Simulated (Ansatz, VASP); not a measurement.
**Two plane-wave programs on AlN**

```xyz
4
Lattice="1.7213 -2.4959 0.0000 1.7213 2.4959 0.0000 0.0000 0.0000 4.4754" Properties=species:S:1:pos:R:3 pbc="T T T"
Al    0.0000    0.1043    0.1067
Al    1.7213   -0.6286    2.3444
N     0.0000    0.0396    1.9968
N     1.7213   -0.5638    4.2345
```

Alike in both runs: functional PBEsol; k mesh 9 × 9 × 7; no spin polarisation.

Ansatz relaxed the structure, and its values are those at the end. VASP's run is a single point on that final structure, the one shown.

|  | VASP | Ansatz |
| --- | --- | --- |
| version | VASP 6.6.1 | Ansatz 0.2.0 |
| potentials or method | VASP PAW PBE potentials, release 64 (Al, N) | scalar-relativistic, plane waves, PAW |
| plane-wave cutoff (eV) | 520 | 520 |
| occupations | gaussian, width 0.01 eV | fixed |
| valence electrons in the cell | 16 | 16 |

Ansatz gave:

```
gap on the k mesh at the Fermi level (eV) : 3.53
least direct gap on the mesh (eV)         : 3.75
pressure (GPa)                            : 10.0
rms of the force components (eV/Å)        : 0.000
```

Estimate VASP's values.

gap on the k mesh at the Fermi level (eV): 3.52; least direct gap on the mesh (eV): 3.77; pressure (GPa): 10.0; rms of the force components (eV/Å): 0.004.

Caveats: the PAW data sets were made with another functional, which shifts forces and pressure a little (VASP); an odd mesh through Γ misses points on the zone boundary, where band edges often lie. As with any semilocal functional, this PBEsol gap is likely too small.
